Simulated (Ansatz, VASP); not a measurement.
# Cross-check of Pt (Pt wire along [100], 7 atoms a period) between VASP and Ansatz

One calculation is typed for both programs; each brings its own data sets. How far apart do they land? The structure shown is the start of the Ansatz relaxation below; VASP solves that cell, so the two are compared at the walk's first step.

Calculated with Ansatz 0.2.0; plane waves, with VASP 6.6.1 beside it; single point at PBE.

## (1) The structure

The cell holds 7 atoms: 7 Pt. Cell: a = 10.770 Å, b = 10.770 Å, c = 3.970 Å, α = 90.0°, β = 90.0°, γ = 90.0°. Vacuum lies along a and b. The structure's axis is c.

## (2) Ansatz: relaxation, PBE

Ansatz runs on its default PAW (the set named soft_2) files.

The two programs are compared at the cell with which this relaxation starts, whose forces are those of its first step.

input.yaml

```yaml
crystal:
  lattice:
    - [10.77, 0.0, 0.0]
    - [0.0, 10.77, 0.0]
    - [0.0, 0.0, 3.97]
  atoms:
    - { symbol: Pt, position: [0.315691736, 0.684308264, 0.0], spin: 0.48 }
    - { symbol: Pt, position: [0.5, 0.5, 0.0], spin: 0.48 }
    - { symbol: Pt, position: [0.684308264, 0.684308264, 0.0], spin: 0.48 }
    - { symbol: Pt, position: [0.315691736, 0.5, 0.5], spin: 0.48 }
    - { symbol: Pt, position: [0.5, 0.315691736, 0.5], spin: 0.48 }
    - { symbol: Pt, position: [0.5, 0.684308264, 0.5], spin: 0.48 }
    - { symbol: Pt, position: [0.684308264, 0.5, 0.5], spin: 0.48 }
magnetization:
  spin_polarized: true
kpoints:
  mp_grid: { grid: [1, 1, 21] }
scf:
  occupations: { method: fermi_dirac, width: 0.05 }
hamiltonian:
  xc: pbe
relax:
  cell: { fix: [a, b, alpha, beta, gamma] }
  max_steps: 60
```

On the command line:

```console
ansatz run input.yaml --threads 8 --pin off --max-ram 16384MiB --backend cpu --events-out ev --progress --plain --runs-dir out
```

Numbers of over 12 decimals in the logs are rounded to 6 here.

The log of the run:

```text
Engine: ansatz 0.2.0, aarch64-unknown-linux-gnu
Pseudopotentials: kind: paw
Pseudopotential: Pt, paw, valence charge 18, recommended cutoff 420 eV (normal), Pt.paw.azcp
Functional definition: PBE
  parameter kappa = 0.804
  parameter beta = 0.066725
  exchange = pbe_x(kappa = kappa, mu = beta*pi^2/3)
  correlation = pbe_c(beta = beta)
Crystal: 7 atoms, lattice volume = 460.492 Å³
Basis set: ecut = 420 eV, 9017 PW (Γ), exchange–correlation on 144×144×54 points (8 copies of the dense FFT grid, shifted against one another)
Bands: 78, of which v1, the nominal top of the filled ones, is band 63 counted from 1 (62 counted from 0)
Symmetry: 4 space group operations
Space group: Pmm2 (ITA 25), of the structure as read, at distance tolerance 7.7e-5 Å
Magnetic group: BNS 25.57 (UNI 155), of the structure as read, at distance tolerance 7.7e-5 Å
k-points: 11 of 21
Non-local potential: Pt, projectors of the file, l = 0: 3, l = 1: 2, l = 2: 2, l = 3: 1
PAW form: soft (Blöchl's): semilocal exchange-correlation on the pseudo side does not see the compensation charge
PAW one-centre angular grid: Pt, 590 points (default); XC on 64 Gauss nodes
Initial density: superposition of atomic densities (neutral atoms: chi_scale 0, normalization atom)
Starting moments: Σ|m| = 3.36 μB on 7 of 7 sites
Initial wavefunctions: pseudopotential atomic-orbital guess
Functional: x = pbe(κ = 0.804, μ = 0.219515), c = pbe(β = 0.066725)
SCF iter   1: F=—  HF=-87650.645164 eV  |F-HF|=—  |Δ(HF+E_count)|=         —  Δρ=1.64e-2 (↑1.39e-2 ↓1.64e-2)  dr2=5.27e0  dr2_m=4.48e-2  M=3.065 μB ∫|m|=3.071 μB  β_m=0.30  ethr=3.10e-3  ⟨swp⟩=6.2  Hψ=6302  notcnv=0  defer=29
Mixer restart at iter 1: flushing history
preconditioner: auto → LDOS  [metal: Δε(μ)=0.009 eV  Ē_g=5.668 eV  σ=0.050 eV  W_gap=0.05  n_scr=86 (ndim 8)  ℏωp=14.5 eV  f_vac=0.604  D(μ)=20.43/eV (n_scr^D=166)]
spin=Collinear: LDOS preconditioning applied to the charge; magnetization (m = ρ↑ − ρ↓) channel mixes plain (no charge-response kernel on spin).
SCF iter   2: F=—  HF=-87649.710894 eV  |F-HF|=—  |Δ(HF+E_count)|=   9.34e-1  Δρ=9.45e-3 (↑7.53e-3 ↓9.45e-3)  dr2=1.11e0  dr2_m=2.61e-2  M=3.058 μB ∫|m|=3.078 μB  β_m=0.41  ethr=3.10e-3  ⟨swp⟩=2.0  Hψ=2946  notcnv=0  defer=111
SCF iter   3: F=—  HF=-87649.820759 eV  |F-HF|=—  |Δ(HF+E_count)|=   1.10e-1  Δρ=3.77e-3 (↑3.08e-3 ↓3.77e-3)  dr2=9.10e-2  dr2_m=9.06e-3  M=3.052 μB ∫|m|=3.106 μB  β_m=0.56  ethr=8.81e-4  ⟨swp⟩=2.0  Hψ=2697  notcnv=0  defer=111
SCF iter   4: F=—  HF=-87649.910525 eV  |F-HF|=—  |Δ(HF+E_count)|=         —  Δρ=2.07e-3 (↑1.60e-3 ↓2.07e-3)  dr2=1.76e-2  dr2_m=1.15e-2  M=3.125 μB ∫|m|=3.214 μB  β_m=0.56  ethr=7.22e-5  ⟨swp⟩=2.3  Hψ=2931  notcnv=0  defer=116
SCF iter   5: F=—  HF=-87649.916267 eV  |F-HF|=—  |Δ(HF+E_count)|=   5.74e-3  Δρ=1.05e-3 (↑9.40e-4 ↓1.05e-3)  dr2=3.77e-3  dr2_m=3.73e-3  M=3.164 μB ∫|m|=3.267 μB  β_m=0.78  ethr=1.40e-5  ⟨swp⟩=1.9  Hψ=2379  notcnv=0  defer=116
SCF iter   6: F=—  HF=-87649.917972 eV  |F-HF|=—  |Δ(HF+E_count)|=   1.71e-3  Δρ=2.22e-4 (↑2.22e-4 ↓1.99e-4)  dr2=2.88e-4  dr2_m=1.34e-4  M=3.218 μB ∫|m|=3.337 μB  β_m=0.83  ethr=2.99e-6  ⟨swp⟩=2.0  Hψ=2642  notcnv=0  defer=116
SCF iter   7: F=—  HF=-87649.918033 eV  |F-HF|=—  |Δ(HF+E_count)|=   6.05e-5  Δρ=8.18e-5 (↑8.18e-5 ↓7.50e-5)  dr2=1.35e-4  dr2_m=1.07e-5  M=3.230 μB ∫|m|=3.351 μB  β_m=0.72  ethr=2.28e-7  ⟨swp⟩=2.0  Hψ=2934  notcnv=0  defer=116
SCF iter   8: F=—  HF=-87649.918012 eV  |F-HF|=—  |Δ(HF+E_count)|=   2.13e-5  Δρ=3.34e-5 (↑2.26e-5 ↓3.34e-5)  dr2=9.73e-6  dr2_m=2.08e-6  M=3.234 μB ∫|m|=3.356 μB  β_m=0.71  ethr=1.07e-7  ⟨swp⟩=2.0  Hψ=2502  notcnv=0  defer=116
SCF iter   9: F=—  HF=-87649.918012 eV  |F-HF|=—  |Δ(HF+E_count)|=   8.45e-7  Δρ=1.37e-5 (↑9.29e-6 ↓1.37e-5)  dr2=4.81e-7  dr2_m=4.22e-7  M=3.236 μB ∫|m|=3.358 μB  β_m=0.83  ethr=7.72e-9  ⟨swp⟩=2.2  Hψ=2781  notcnv=0  defer=116
[...]
SCF 1 converged in 13 iterations: F = -87649.918013 eV  dr2 = 1.50e-9
[...]
the starting moments were not kept: the SCF closed with an absolute magnetisation of 8.4e-5 μB, where they sum to 3.36 μB in size (7 sites). That is at most 0.1 of that sum. Measured as dr2_m measures the in/out step, that magnetisation stands 7.0e-10 eV from none, at or under the dr2_threshold of 2.4e-7 eV: it is no larger than a step whose dr2_m would equal this threshold.
SCF 15 converged in 8 iterations: F = -87653.729676 eV  dr2 = 6.03e-10
relax step  15: F+E_penalty+E_count = -87653.72967553 eV  Δ(F+E_penalty+E_count) = -3.452e-4 eV  max|allowed force component| = 5.970e-3 eV/Å  Δτ_max = 0.0055 Å  P = +0.049 GPa  Ω = 305.484 Å³  energy of the carried Pulay correction = +1.778e-2 eV  fix = [a, b, alpha, beta, gamma]  reactions: a +0.100, b +0.038 GPa  (8 SCF iters, dr2 threshold 2.44e-7 eV, accepted)
Basis set: ecut = 420 eV, 6005 PW (Γ), exchange–correlation on 144×144×36 points (8 copies of the dense FFT grid, shifted against one another)
Initial wavefunctions: pseudopotential atomic-orbital guess (no wavefunctions were taken with the density)
iter 1 solved again at ethr=1.22e-6 eV; its pass at ethr=3.10e-3 eV (dr2=1.54e-3 eV) is discarded
SCF iter   1: F=—  HF=-87653.718375 eV  |F-HF|=—  |Δ(HF+E_count)|=         —  Δρ=1.95e-4 (↑1.95e-4 ↓1.95e-4)  dr2=1.05e-4  dr2_m=3.09e-10  M=0.000 μB ∫|m|=0.000 μB  β_m=0.65  ethr=1.22e-6  ⟨swp⟩=4.1  Hψ=12190  notcnv=0
preconditioner: auto → LDOS  [metal: Δε(μ)=0.065 eV  Ē_g=6.971 eV  σ=0.050 eV  W_gap=0.31  n_scr=24 (ndim 8)  ℏωp=17.8 eV  f_vac=0.527  D(μ)=10.72/eV (n_scr^D=70)]
spin=Collinear: LDOS preconditioning applied to the charge; magnetization (m = ρ↑ − ρ↓) channel mixes plain (no charge-response kernel on spin).
SCF iter   2: F=—  HF=-87653.718970 eV  |F-HF|=—  |Δ(HF+E_count)|=   5.95e-4  Δρ=6.53e-5 (↑6.53e-5 ↓6.53e-5)  dr2=9.18e-6  dr2_m=1.84e-10  M=0.000 μB ∫|m|=0.000 μB  β_m=0.53  ethr=8.34e-8  ⟨swp⟩=2.0  Hψ=3074  notcnv=0
SCF iter   3: F=—  HF=-87653.718983 eV  |F-HF|=—  |Δ(HF+E_count)|=   1.32e-5  Δρ=2.62e-5 (↑2.62e-5 ↓2.62e-5)  dr2=1.39e-6  dr2_m=9.65e-11  M=0.000 μB ∫|m|=0.000 μB  β_m=0.60  ethr=7.29e-9  ⟨swp⟩=2.0  Hψ=2482  notcnv=0
SCF iter   4: F=—  HF=-87653.718986 eV  |F-HF|=—  |Δ(HF+E_count)|=   3.05e-6  Δρ=3.84e-6 (↑3.83e-6 ↓3.84e-6)  dr2=1.56e-7  dr2_m=3.63e-11  M=0.000 μB ∫|m|=0.000 μB  β_m=0.64  ethr=1.10e-9  ⟨swp⟩=2.1  Hψ=2758  notcnv=0
SCF iter   5: F=—  HF=-87653.718986 eV  |F-HF|=—  |Δ(HF+E_count)|=   5.91e-8  Δρ=1.72e-6 (↑1.69e-6 ↓1.72e-6)  dr2=3.24e-8  dr2_m=1.77e-11  M=0.000 μB ∫|m|=0.000 μB  β_m=0.66  ethr=1.24e-10  ⟨swp⟩=2.0  Hψ=2518  notcnv=0
SCF iter   6: F=—  HF=-87653.718986 eV  |F-HF|=—  |Δ(HF+E_count)|=   1.63e-8  Δρ=7.98e-7 (↑7.73e-7 ↓7.98e-7)  dr2=6.66e-9  dr2_m=7.31e-12  M=0.000 μB ∫|m|=0.000 μB  β_m=0.68  ethr=2.57e-11  ⟨swp⟩=2.0  Hψ=2504  notcnv=0
SCF iter   7: F=—  HF=-87653.718986 eV  |F-HF|=—  |Δ(HF+E_count)|=  9.17e-10  Δρ=2.42e-7 (↑2.29e-7 ↓2.42e-7)  dr2=1.21e-9  dr2_m=2.55e-12  M=0.000 μB ∫|m|=0.000 μB  β_m=0.62  ethr=5.28e-12  ⟨swp⟩=2.3  Hψ=2524  notcnv=0
SCF iter   8: F=—  HF=-87653.718986 eV  |F-HF|=—  |Δ(HF+E_count)|=  1.16e-10  Δρ=6.72e-8 (↑5.85e-8 ↓6.72e-8)  dr2=5.05e-11  dr2_m=1.10e-12  M=0.000 μB ∫|m|=0.000 μB  β_m=0.68  ethr=1.00e-12  ⟨swp⟩=2.0  Hψ=2524  notcnv=0
SCF iter   9: F=-87653.718986 eV  HF=-87653.718986 eV  |F-HF|=4.37e-11  |Δ(HF+E_count)|=  5.82e-11  Δρ=2.94e-8 (↑2.52e-8 ↓2.94e-8)  dr2=1.68e-11  dr2_m=2.15e-13  M=0.000 μB ∫|m|=0.000 μB  ethr=1.00e-12  ⟨swp⟩=3.0  Hψ=5692  notcnv=0
the starting moments were not kept: the SCF closed with an absolute magnetisation of 2.5e-6 μB, where they sum to 3.36 μB in size (7 sites). That is at most 0.1 of that sum. Measured as dr2_m measures the in/out step, that magnetisation stands 7.3e-13 eV from none, at or under the dr2_threshold of 7.0e-11 eV: it is no larger than a step whose dr2_m would equal this threshold.
SCF 16 converged in 9 iterations: F = -87653.718986 eV  dr2 = 1.68e-11
relax step  16: F+E_penalty+E_count = -87653.71898606 eV  Δ(F+E_penalty+E_count) = +1.069e-2 eV  max|allowed force component| = 6.795e-3 eV/Å  Δτ_max = 0.0000 Å  P = +0.049 GPa  Ω = 305.484 Å³  fix = [a, b, alpha, beta, gamma]  reactions: a +0.099, b +0.039 GPa  stress off target by 8.03e-3 GPa on what of the cell is left free  SCF on the basis re-selected at this cell (its energy is not comparable with the rows above)  (9 SCF iters)
basis re-selected at this cell: Δ(F+E_penalty+E_count) = +1.069e-2 eV, ΔP = -0.000 GPa vs the last step (what re-selecting the basis moved, of the pressure what is left beyond the Pulay correction that the steps carried, after the strain that the cell walked since its last selection, with what the two solves' SCF thresholds leave and, on support functions, any second-order correction that the steps lacked; it is no measure of the basis error at this ecutwfc). The dense FFT grid was sized anew with the basis: this SCF ran on 72×72×18 points, the steps before it on 72×72×27, so part of this shift can come from that change (see relax.cell in the input reference). [rest of the remark cut]
SCF converged after 9 iterations
Magnetization: 0.0000 μB (63.0000 up, 63.0000 down)
Absolute magnetization: 0.0000 μB (∫|ρ↑−ρ↓|, with the PAW one-centre terms)
Spin contamination: 0.0000 ħ² per cell (⟨S²⟩ above its minimum at these occupations)
Per-site moments (μB) at R_I (Å): [(4.1365537269517145e-8, 1.086377), (3.0417791406745026e-7, 1.086377), (4.1365537249564344e-8, 1.086377), (-1.0256869762920024e-7, 1.086377), (5.33608430889481e-7, 1.086377), (5.657176546532728e-7, 1.086377), (-1.0256869760513116e-7, 1.086377)]
Free energy (F): -87653.718986 eV
Harris-Foulkes:  -87653.718986 eV  (|F-HF|=4.37e-11)
Internal energy: -87653.626340 eV  (E = F + TS)
E sigma→0 (E₀):  -87653.672663 eV
Entropy (-TS):   -0.092646 eV (-13.235 meV/atom)
Fermi energy:    4.423996 eV
--- Per-component energies (eV) ---
  E_band       = -3203.591024
  E_kinetic    = 4459.743901
  E_local      = -53993.110814  (includes V_loc(G=0)·N_el)
  E_nonlocal   = 1405.504555
  E_hartree    = 24528.230715
  E_xc         = -1823.535146
  E_vxc        = -2106.991172  (∫ρ·V_xc dr)
  E_paw        = -66181.147071  (= ΣΔE_a)
  E_vpaw       = -2025.199908  (= ΣTr[D̂ρ^β])
  E_aug_tail   = 0.001354  (compensation charges beyond the density's cutoff)
  E_ewald      = 3950.686167
  E_smearing   = -0.092646  (= −TS)
  E_closure    = -0.000000  (closes the sum)
  Σ components = -87653.718986   (vs F -87653.718986, Δ=0.00e0)
--- Forces (eV/Å), atoms counted from 1 ---
  atom   1  Pt    -0.00368745     0.00332386     0.00000000
  atom   2  Pt     0.00000000    -0.00062739     0.00000000
  atom   3  Pt     0.00368745     0.00332386     0.00000000
  atom   4  Pt    -0.00679472    -0.00416299     0.00000000
  atom   5  Pt     0.00000000     0.00105236     0.00000000
  atom   6  Pt     0.00000000     0.00126177     0.00000000
  atom   7  Pt     0.00679472    -0.00416299     0.00000000
  max |Σ_I F_I| component: 8.48e-6 eV/Å
--- Stress (GPa, compression-positive) ---
        0.099404       0.000000       0.000000
        0.000000       0.038768       0.000000
        0.000000       0.000000       0.008033
  P = ⅓ Tr σ = 0.0487 GPa (0.487 kbar)
--- Relaxed structure (15 steps of the walk, 14 accepted, 1 SCFs on fresh bases) ---
  F+E_penalty+E_count = -87653.71898606 eV   max|allowed force component| = 6.795e-3 eV/Å   (the final SCF, on the basis selected at the relaxed cell)
  cell:  # Å, volume = 305.4836 Å³
    - [10.77, 0.0, 0.0]
    - [0.0, 10.77, 0.0]
    - [0.0, 0.0, 2.633640]
  atoms:
    - { symbol: Pt, position: [0.286930, 0.687248, 0.0] }
    - { symbol: Pt, position: [0.5, 0.517772, 0.0] }
    - { symbol: Pt, position: [0.713070, 0.687248, 0.0] }
    - { symbol: Pt, position: [0.287451, 0.464707, 0.5] }
    - { symbol: Pt, position: [0.5, 0.302710, 0.5] }
    - { symbol: Pt, position: [0.5, 0.744225, 0.5] }
    - { symbol: Pt, position: [0.712549, 0.464707, 0.5] }
```

In the SCF lines HF is the Harris–Foulkes energy and dr2 the Hartree energy of the density residual, in eV; the loop may stop once dr2 is under the threshold and the program's other checks hold. Hψ counts applications of the Hamiltonian.

(Part 1 of 2 ends here.)

[Lines on the potential files, build, host, timing and source positions are cut from VASP's logs without a mark.]

[Logs are printed without paths, hosts, clocks, repeated set-up lines and the standing remarks that a program may print on its own settings, such as how far it seeks lower states.]

[Hosts, paths, dates, database ids (printed as entryN), source tags and the programs' standing remarks are cut or masked in the printed files.]
